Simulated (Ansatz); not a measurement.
A 3-atom cell of CaF2 started from a crystallographic database at its r2SCAN geometry, in the PAW code Ansatz. One HSE06 run serves as the base. The settings are then varied one at a time, some on purpose to values that make no sense. Doubtful ones may also carry a cap on iterations. All numbers are computed, and spin polarisation is off unless an edit sets a moment.

Base input:
```yaml
crystal:
  lattice:
    - [0.0, 2.719592886, 2.719592886]
    - [2.719592886, 0.0, 2.719592886]
    - [2.719592886, 2.719592886, 0.0]
  atoms:
    - { symbol: Ca, position: [0.0, 0.0, 0.0] }
    - { symbol: F, position: [0.25, 0.25, 0.25] }
    - { symbol: F, position: [0.75, 0.75, 0.75] }
kpoints:
  mp_grid: { grid: [4, 4, 4] }
hamiltonian:
  xc: hse06
scf:
  occupations: { method: fixed }
  n_extra_bands: 4
output:
  forces: true
  stress: true
  eigenvalues: true
  write_density: true
  write_potential: true
  elf: true
  volumetric_format: npy
```

Base results:
```
Basis set: ecut = 420 eV, 749 PW (Γ)
Symmetry: 48 space group operations
Space group: Fm-3m (ITA 225)
k-points: 8 of 64
Exchange kernel: α = 0.2500, screened, ω = 0.2079 Å⁻¹, Wigner–Seitz truncation, v(0) = 1020.7527 eV·Å³, q-mesh 4×4×4
hybrid SCF converged: 2 outer / 10 inner (+2 warm-up)
Free energy (F): -3440.367619 eV
Fermi energy:    1.834474 eV
--- Stress (GPa, compression-positive) ---
        1.353778       0.000000       0.000000
        0.000000       1.353778       0.000000
        0.000000       0.000000       1.353778
  P = ⅓ Tr σ = 1.3538 GPa (13.538 kbar)
```
The gap over this mesh is 9.450 eV.

Run as `ansatz run input.yaml --threads 4 --pin off --max-ram 3686MiB --backend cpu --events-out ev --progress --plain --runs-dir out`. It took 5.4 s on 4 threads of Arm Neoverse N1, on a shared host, load about 0.9 per core; peak host memory 0.55 GiB.

Question: What happens with this change?
```yaml
scf:
  mixing: { ndim: 1 }
  max_iter: 66
```

Answer: It converges in 14 iterations against the base's 12. This key steers the way to the solution, not the solution: the results stay as they were.

Question: Predict the outcome of this edit.
```yaml
hamiltonian:
  xc:
    exchange: pbe
    correlation: pbe
    exx: { coeff: 0.35, omega: 0.2078 }
```

Answer: That is 35 % exact exchange, screened with ω = 0.2078 1/Å, against HSE06's 25 % screened at 0.208 1/Å. The mean stress moves by -0.8 GPa and the gap on the mesh by +0.854 eV (to 10.304). Totals of different functionals aren't comparable.
```
Exchange kernel: α = 0.3500, screened, ω = 0.2078 Å⁻¹, Wigner–Seitz truncation, v(0) = 1021.3813 eV·Å³, q-mesh 4×4×4
hybrid SCF converged: 2 outer / 11 inner (+2 warm-up)
Free energy (F): -3440.646788 eV
Fermi energy:    1.164134 eV
--- Stress (GPa, compression-positive) ---
        0.566363       0.000000       0.000000
        0.000000       0.566363       0.000000
        0.000000       0.000000       0.566363
  P = ⅓ Tr σ = 0.5664 GPa (5.664 kbar)
--- Band table (eV; the first three rows and the last of 8) ---
  k-point 0: bands = […, -1.0957, -1.0957, -1.0957, 0.8908, 0.8908, 0.8908, 11.4681, 14.0999, 14.0999, 16.5145]
  k-point 1: bands = […, -0.8194, -0.8194, -0.6343, 0.3180, 0.6220, 0.6220, 12.8316, 14.2118, 14.2118, 16.0306]
  k-point 2: bands = […, -0.4329, -0.4329, -0.2101, -0.1462, 0.2548, 0.2548, 14.3321, 14.3321, 14.7594, 14.9021]
  k-point 7: bands = […, -1.2751, -1.0921, 0.0443, 0.0443, 0.8871, 1.0649, 12.9674, 14.7945, 14.9690, 14.9690]
```

Question: Predict the outcome of this edit.
```yaml
hamiltonian:
  xc: { exchange: pbe, correlation: pbe, exx: { coeff: 0.1 } }
```

Answer: That is 10 % exact exchange, at all ranges, against HSE06's 25 % screened at 0.208 1/Å. The mean stress moves by +1.1 GPa and the gap on the mesh by -0.952 eV (to 8.498). Totals of different functionals aren't comparable.
```
hybrid SCF converged: 2 outer / 9 inner (+2 warm-up)
Free energy (F): -3440.189404 eV
Fermi energy:    2.648700 eV
--- Stress (GPa, compression-positive) ---
        2.466361       0.000000       0.000000
        0.000000       2.466361       0.000000
        0.000000       0.000000       2.466361
  P = ⅓ Tr σ = 2.4664 GPa (24.664 kbar)
--- Band table (eV; the first three rows and the last of 8) ---
  k-point 0: bands = […, 0.4627, 0.4627, 0.4627, 2.3865, 2.3865, 2.3865, 11.1464, 13.2332, 13.2332, 15.4263]
  k-point 1: bands = […, 0.7271, 0.7271, 0.9097, 1.8147, 2.1241, 2.1241, 12.4768, 13.3480, 13.3480, 15.0050]
  k-point 2: bands = […, 1.0871, 1.0871, 1.3189, 1.3732, 1.7817, 1.7817, 13.4607, 13.4607, 13.8573, 14.5913]
  k-point 7: bands = […, 0.3094, 0.4538, 1.5704, 1.5704, 2.3645, 2.5546, 12.3956, 13.8569, 14.0445, 14.0445]
```

Question: Predict the outcome of this edit.
```yaml
hamiltonian:
  xc: cam_b3lyp
```

Answer: The mean stress moves by -0.7 GPa and the gap on the mesh by +3.162 eV (to 12.612). It's another functional on the same cell, so totals aren't comparable.
```
Exchange kernel: α = 0.1900 at short range, 0.6500 at long range (ω = 0.6236 Å⁻¹), several ranges, Wigner–Seitz truncation, v(0) = 4179.4089 eV·Å³, q-mesh 4×4×4
hybrid SCF converged: 2 outer / 11 inner (+3 warm-up)
Free energy (F): -3451.071742 eV
Fermi energy:    -0.033558 eV
--- Stress (GPa, compression-positive) ---
        0.634509       0.000000       0.000000
        0.000000       0.634509       0.000000
        0.000000       0.000000       0.634509
  P = ⅓ Tr σ = 0.6345 GPa (6.345 kbar)
--- Band table (eV; the first three rows and the last of 8) ---
  k-point 0: bands = […, -2.4066, -2.4066, -2.4066, -0.3181, -0.3181, -0.3181, 12.5781, 15.3372, 15.3372, 17.7985]
  k-point 1: bands = […, -2.1195, -2.1195, -1.9249, -0.9409, -0.6047, -0.6047, 13.9857, 15.4533, 15.4533, 17.3046]
  k-point 2: bands = […, -1.7251, -1.7251, -1.4977, -1.4294, -0.9844, -0.9844, 15.5755, 15.5755, 16.0117, 16.0690]
  k-point 7: bands = […, -2.6093, -2.4312, -1.2127, -1.2127, -0.3382, -0.1344, 14.1963, 16.0419, 16.2141, 16.2141]
```

Question: These lines are set or replaced. What follows?
```yaml
hamiltonian:
  xc: { exchange: pbe, correlation: pbe, exx: { coeff: 0.75, omega: 0.3 } }
```

Answer: That is 75 % exact exchange, screened with ω = 0.3 1/Å, against HSE06's 25 % screened at 0.208 1/Å. The mean stress moves by -3.9 GPa and the gap on the mesh by +3.536 eV (to 12.986). Totals of different functionals aren't comparable.
```
Exchange kernel: α = 0.7500, screened, ω = 0.3000 Å⁻¹, Wigner–Seitz truncation, v(0) = 502.2283 eV·Å³, q-mesh 4×4×4
hybrid SCF converged: 3 outer / 17 inner (+2 warm-up)
Free energy (F): -3441.778085 eV
Fermi energy:    -1.124442 eV
--- Stress (GPa, compression-positive) ---
       -2.498983       0.000000       0.000000
        0.000000      -2.498983       0.000000
        0.000000       0.000000      -2.498983
  P = ⅓ Tr σ = -2.4990 GPa (-24.990 kbar)
--- Band table (eV; the first three rows and the last of 8) ---
  k-point 0: bands = […, -3.4441, -3.4441, -3.4441, -1.4061, -1.4061, -1.4061, 11.8612, 15.2416, 15.2416, 18.0233]
  k-point 1: bands = […, -3.1556, -3.1556, -2.9687, -1.9665, -1.6779, -1.6779, 13.2408, 15.3393, 15.3393, 17.4562]
  k-point 2: bands = […, -2.7385, -2.7385, -2.5237, -2.4487, -2.0704, -2.0704, 15.2363, 15.4637, 15.4637, 15.9415]
  k-point 7: bands = […, -3.6468, -3.4106, -2.2745, -2.2745, -1.3829, -1.2308, 13.6112, 16.0311, 16.2078, 16.2078]
```

The program warns that its thresholds are loose for a hybrid's stress.

The meshes of the hybrids are coarse, so their gaps aren't converged to the digits shown.
